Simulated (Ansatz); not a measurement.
**BeO: response to strain**

Start from BeO in the wurtzite structure (space group P6_3mc, No. 186; a = 2.712 Å, c = 4.405 Å). Axes: x lies along a and z along c of the hexagonal cell.

Strains are applied to the cell and any free atomic positions relax; under biaxial strain the out-of-plane vector relaxes too.

Calculations: plane-wave PAW DFT at the PBE level (Ansatz, a first-principles code, 420 eV), no spin-orbit coupling.

Notes on the quantities. pressure: mean of the normal stresses, compression positive.

| case | band gap | pressure | electron mass |
|---|---|---|---|
| base | 7.45 eV | 0.00 GPa | 0.53 mₑ along c, 0.60 mₑ across (at Γ) |
| biaxial strain −0.37 %, plane normal [001], relaxed out of plane | 7.53 eV | 1.29 GPa | 0.53 mₑ along k, 0.61 mₑ across (at Γ) |
| biaxial strain +2.09 %, plane normal [001], relaxed out of plane | 7.03 eV | -6.51 GPa | 0.55 mₑ (at Γ) |
| biaxial strain +2.72 %, plane normal [001], relaxed out of plane | 6.90 eV | -8.23 GPa | 0.57 mₑ out of plane, 0.54 mₑ in plane (at Γ) |
| isotropic strain −5.68 % | 9.32 eV | 50.81 GPa | 0.44 mₑ along c, 0.70 mₑ across (at K) |
| isotropic strain −2.21 % | 8.16 eV | 15.89 GPa | 0.57 mₑ along c, 0.67 mₑ across (at Γ) |
| uniaxial strain ε_xx = +2.05 % | 7.21 eV | -4.07 GPa | 0.59 mₑ along y, 0.55 mₑ across (at Γ) |
| uniaxial strain ε_xx = +2.69 % | 7.14 eV | -5.25 GPa | 0.59 mₑ along y, 0.54 mₑ across (at Γ) |
| uniaxial strain ε_yy = −5.69 % | 7.74 eV | 13.70 GPa | 0.64 mₑ along x, 0.76 mₑ along y, 0.50 mₑ along z (at Γ) |

Effective masses come from finite differences of ±0.01 Å⁻¹. Along k means along the line from Γ to the band edge. No phonon test of stability was made.
